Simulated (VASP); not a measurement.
## VASP 6.6.1 run: AlN

INCAR

```
ISIF = 2
SIGMA = 0.02
NSW = 0
LREAL = .FALSE.
ISMEAR = -1
ENCUT = 520
LCHARG = .FALSE.
NBANDS = 11
IMIX = 1
EDIFF = 1E-7
NELM = 53
IBRION = -1
LWAVE = .FALSE.
AMIX = 3
GGA = PE
BMIX = 0.0001
PREC = Accurate
LASPH = .TRUE.
```

KPOINTS

```
KPOINTS created by Atomic Simulation Environment
0
Gamma
8 8 8
0 0 0
```

POSCAR

```
Al N
 1.0000000000000000
    -0.0211000000000000    2.1852999999999998    2.1709999999999998
     2.1223999999999998   -0.0368000000000000    2.1867000000000001
     2.0482000000000000    2.1267000000000000    0.0375000000000000
 Al  N
   1   1
Cartesian
  0.4136677700000000  2.2553179999999999  1.9199364399999996
  1.0104041600000000  1.0316530699999999  0.9861692600000000
```

The recommended PBE PAW datasets give the neutral cell 8 valence electrons.

Command

```
mpirun -np 1 vasp_std
```

OSZICAR

```
N       E                     dE             d eps       ncg     rms          rms(c)
DAV:   1     0.129803824661E+02    0.12980E+02   -0.40669E+03  5848   0.631E+02
DAV:   2    -0.154849278734E+02   -0.28465E+02   -0.27513E+02  6840   0.142E+02
DAV:   3    -0.163422049474E+02   -0.85728E+00   -0.85635E+00  6984   0.238E+01
DAV:   4    -0.163460753400E+02   -0.38704E-02   -0.38702E-02  6514   0.176E+00
DAV:   5    -0.163461152114E+02   -0.39871E-04   -0.39871E-04  6898   0.177E-01    0.983E+00
DAV:   6    -0.133171417035E+03   -0.11683E+03   -0.89704E+02  6776   0.160E+02    0.524E+01
DAV:   7    -0.246227723897E+04   -0.23291E+04   -0.12587E+04  8721   0.515E+02    0.221E+02
DAV:   8    -0.170042501409E+05   -0.14542E+05   -0.54880E+04  8242   0.175E+03    0.715E+02
DAV:   9    -0.852651896017E+05   -0.68261E+05   -0.13846E+05 11440   0.113E+03    0.248E+03
```

Standard output (part)

```
POSCAR found type information on POSCAR AlN
 POSCAR found :  2 types and       2 ions
 LDA part: xc-table for (Slater+PW92), standard interpolation
 POSCAR, INCAR and KPOINTS ok, starting setup
 WAVECAR not read
 entering main loop
|     EEEEEEE  RRRRRR   RRRRRR   OOOOOOO  RRRRRR      ###     ###     ###     |
|     E        R     R  R     R  O     O  R     R     ###     ###     ###     |
|     E        R     R  R     R  O     O  R     R     ###     ###     ###     |
|     EEEEE    RRRRRR   RRRRRR   O     O  RRRRRR       #       #       #      |
|     E        R    R   R    R   O     O  R    R      ###     ###     ###     |
|     EEEEEEE  R     R  R     R  OOOOOOO  R     R     ###     ###     ###     |
|     ERROR FEXCP: supplied Exchange-correletion table                        |
|      is too small, maximal index : 9649                                     |
|       ---->  I REFUSE TO CONTINUE WITH THIS SICK JOB ... BYE!!! <----       |
```

VASP stopped with an error.

**Question.** Why shouldn't this run be trusted?

**Answer.** Mixing far too strong. VASP stopped with an error.
